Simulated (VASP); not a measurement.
# VASP 6.6.1 run: C

INCAR

```
LWAVE = .FALSE.
TIME = 0.2
NBANDS = 11
LREAL = .FALSE.
ENCUT = 520
PREC = Accurate
METAGGA = R2SCAN
ISIF = 2
LCHARG = .FALSE.
LASPH = .TRUE.
MAXMIX = 40
EDIFF = 1E-7
NSW = 0
ISMEAR = 0
SIGMA = 0.01
ALGO = Damped
IBRION = -1
NELM = 120
```

KPOINTS

```
KPOINTS created by Atomic Simulation Environment
0
Gamma
18 18 18
0 0 0
```

POSCAR

```
C
 1.0000000000000000
     0.0000000000000000    1.7445216596999999    1.7880464072000000
     1.7445216596999999    0.0000000000000000    1.7880464072000000
     1.7445216596999999    1.7445216596999999    0.0000000000000000
 C
   2
Cartesian
  0.0000000000000000  0.0000000000000000  0.0000000000000000
  0.8722608298499999  0.8722608298499999  0.8940232036000000
```

The recommended PBE PAW datasets give the neutral cell 8 valence electrons.

Command

```
mpirun -np 1 vasp_std
```

OSZICAR

```
N       E                     dE             d eps       ncg     rms           ort
DAV:   1     0.117331226125E+02    0.11733E+02   -0.53825E+03  5280   0.805E+02
DAV:   2    -0.207770148007E+02   -0.32510E+02   -0.30697E+02  5280   0.155E+02
DAV:   3    -0.219307914932E+02   -0.11538E+01   -0.11418E+01  5280   0.277E+01
DAV:   4    -0.219576428172E+02   -0.26851E-01   -0.26669E-01  5280   0.394E+00
DAV:   5    -0.219585152898E+02   -0.87247E-03   -0.86950E-03  5280   0.642E-01
SDA:   6    -0.194724520771E+02    0.24861E+01   -0.59938E-01  5280   0.300E+00   0.000E+00
DMP:   7    -0.195257158878E+02   -0.53264E-01   -0.60491E-01  5280   0.181E+00   0.233E+00
DMP:   8    -0.195752478966E+02   -0.49532E-01   -0.35323E-01  5280   0.762E-01   0.193E+00
DMP:   9    -0.196019548787E+02   -0.26707E-01   -0.14230E-01  5280   0.240E-01   0.908E-01
DMP:  10    -0.196117200601E+02   -0.97652E-02   -0.43887E-02  5280   0.804E-02   0.268E-01
...
DMP:  21    -0.196180422867E+02   -0.57524E-05   -0.40206E-05  5280   0.995E-05   0.195E-04
DMP:  22    -0.196180449399E+02   -0.26531E-05   -0.15930E-05  5280   0.384E-05   0.794E-05
DMP:  23    -0.196180458525E+02   -0.91262E-06   -0.60948E-06  5280   0.191E-05   0.220E-05
DMP:  24    -0.196180461845E+02   -0.33204E-06   -0.35623E-06  5280   0.136E-05   0.811E-06
DMP:  25    -0.196180464368E+02   -0.25230E-06   -0.28985E-06  5280   0.987E-06   0.889E-06
DMP:  26    -0.196180466827E+02   -0.24590E-06   -0.21466E-06  5280   0.599E-06   0.914E-06
DMP:  27    -0.196180468766E+02   -0.19391E-06   -0.12735E-06  5280   0.293E-06   0.661E-06
DMP:  28    -0.196180469973E+02   -0.12068E-06   -0.60454E-07  5280   0.119E-06   0.352E-06
DMP:  29    -0.196180470597E+02   -0.62378E-07   -0.23934E-07  5280   0.457E-07   0.142E-06
   1 F= -.19618047E+02 E0= -.19618047E+02  d E =-.293830E-43
```

From OUTCAR

```
k-points           NKPTS =    480   k-points in BZ     NKDIM =    480   number of bands    NBANDS=     11

   NELECT =       8.0000    total number of electrons

   dimension x,y,z NGX =    20 NGY =   20 NGZ =   18
   dimension x,y,z NGXF=    40 NGYF=   40 NGZF=   36

  energy-cutoff  :      520.00
  volume of cell :       10.88
      direct lattice vectors                 reciprocal lattice vectors
     0.000000000  1.744521660  1.788046407    -0.286611517  0.286611517  0.279634800
     1.744521660  0.000000000  1.788046407     0.286611517 -0.286611517  0.279634800
     1.744521660  1.744521660  0.000000000     0.286611517  0.286611517 -0.279634800

 k-points in reciprocal lattice and weights: KPOINTS created by Atomic Simulation Env
   0.00000000  0.00000000  0.00000000       0.000
   0.05555556  0.00000000  0.00000000       0.001
   0.11111111  0.00000000  0.00000000       0.001
   0.16666667  0.00000000  0.00000000       0.001
   0.22222222 -0.00000000  0.00000000       0.001
   0.27777778  0.00000000  0.00000000       0.001
   0.33333333  0.00000000  0.00000000       0.001
   0.38888889  0.00000000  0.00000000       0.001
   ...

 E-fermi :  10.5565

 k-point     1 :       0.0000    0.0000    0.0000
  band No.  band energies     occupation
      1     -12.9520      2.00000
      2      10.0506      2.00000
      3      10.4624      2.00000
      4      10.4624      2.00000
      5      16.1695      0.00000
      6      16.1695      0.00000
      7      16.5057      0.00000
      8      25.1388      0.00000
      9      31.3074      0.00000
     10      37.4268      0.00000
     11      38.9048      0.00000

 k-point     2 :       0.0556    0.0000    0.0000
  band No.  band energies     occupation
      1     -12.8601      2.00000
      2       9.5931      2.00000
      3      10.0914      2.00000
      4      10.2955      2.00000
      5      16.3944      0.00000
      6      16.4700      0.00000
      7      16.8368      0.00000
      8      25.2155      0.00000
      9      31.4691      0.00000
     10      36.1723      0.00000
     11      37.4274      0.00000

 k-point     3 :       0.1111    0.0000    0.0000
  band No.  band energies     occupation
      1     -12.5848      2.00000
      2       8.1053      2.00000
      3       9.5932      2.00000
      4       9.8763      2.00000
      5      16.9696      0.00000
      6      17.0585      0.00000
      7      17.6413      0.00000
      8      25.4416      0.00000
      9      31.8874      0.00000
     10      34.8132      0.00000
     11      35.8415      0.00000

 k-point     4 :       0.1667    0.0000    0.0000
  band No.  band energies     occupation
      1     -12.1277      2.00000
      2       6.1919      2.00000
      3       9.0278      2.00000
      4       9.3512      2.00000
      5      17.6960      0.00000
      6      17.7208      0.00000
      7      18.4689      0.00000
      8      25.7981      0.00000
      9      32.3647      0.00000
     10      33.9467      0.00000
     11      34.7476      0.00000

 k-point     5 :       0.2222   -0.0000    0.0000
  band No.  band energies     occupation
      1     -11.4917      2.00000
      2       4.1458      2.00000
      3       8.4628      2.00000
      4       8.8262      2.00000
      5      18.3002      0.00000
      6      18.3916      0.00000
      7      19.1391      0.00000
      8      26.2379      0.00000
      9      32.6620      0.00000
     10      33.7609      0.00000
     11      34.2694      0.00000

 ...

  Total        1.8541194      1.8541194      0.0857587      0.0000000      0.0000000     -0.0000000
  in kB      272.9523084    272.9523084     12.6248786      0.0000000      0.0000000     -0.0000000
  external PRESSURE =     186.1764985 kB  Pullay stress =       0.0000000 kB

 POSITION                                       TOTAL-FORCE (eV/Angst)
 -----------------------------------------------------------------------------------
      0.00000      0.00000      0.00000        -0.000000     -0.000000      0.000000
      0.87226      0.87226      0.89402         0.000000      0.000000     -0.000000
 -----------------------------------------------------------------------------------
    total drift:                                0.000000      0.000000      0.000000

  FREE ENERGIE OF THE ION-ELECTRON SYSTEM (eV)
  ---------------------------------------------------
  free  energy   TOTEN  =       -19.6180470597 eV

  energy  without entropy=      -19.6180470597  energy(sigma->0) =      -19.61804706
```

It converged. Results: gap between bands v and c on the k mesh 4.09 eV; least direct gap on the k mesh 5.71 eV; pressure 18.6 GPa. Band v is the last that the valence electrons fill when counted band by band, and c is the next.

For comparison, a separate r²SCAN run of the intended cell, on usual settings and not on those above, gives a gap of 4.10 eV on its mesh and a pressure of 18.6 GPa.

The run above took about 5.6 min on one core of a shared host (Intel Xeon Platinum 8488C) and held 0.21 GiB at most.
